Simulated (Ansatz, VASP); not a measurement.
MgO2: VASP beside Ansatz

```
Mg O
1.0
     1.60476    0.92651    3.49398
    -1.60476    0.92651    3.49398
     0.00000   -1.85302    3.49398
Mg O
1 2
Direct
  0.00000 0.00000 0.00000
  0.42879 0.42879 0.42879
  0.57121 0.57121 0.57121
```

The cell comes from a database or a generator and needn't be the stable form of this composition.

Alike in both runs: task single point; functional LDA; k mesh 6 × 6 × 6; occupations gaussian, width 0.1 eV; no spin polarisation.

```csv
,VASP,Ansatz
version,VASP 6.6.1,Ansatz 0.2.0
potentials or method,"VASP PAW LDA potentials, release 64 (Mg, O)","scalar-relativistic, plane waves, PAW"
plane-wave cutoff (eV),520,420
valence electrons in the cell,14,22
```

|  | VASP | Ansatz | Ansatz less VASP |
| --- | --- | --- | --- |
| gap on the k mesh at the Fermi level (eV) | 2.16 | 2.19 | +0.031 |
| least direct gap on the mesh (eV) | 2.16 | 2.19 | +0.031 |
| pressure (GPa) | -10.8 | -10.1 | +0.65 |
| largest component of the traceless stress (GPa) | 1.54 | 3.10 | +1.563 |
| rms of the force components (eV/Å) | 0.092 | 0.212 | +0.1207 |

Atom by atom the forces differ by 0.121 eV/Å (rms over components). The two sets of potentials don't hold the same shells in valence.

A k mesh can miss the band edges. As with any semilocal functional, this LDA gap is likely too small.
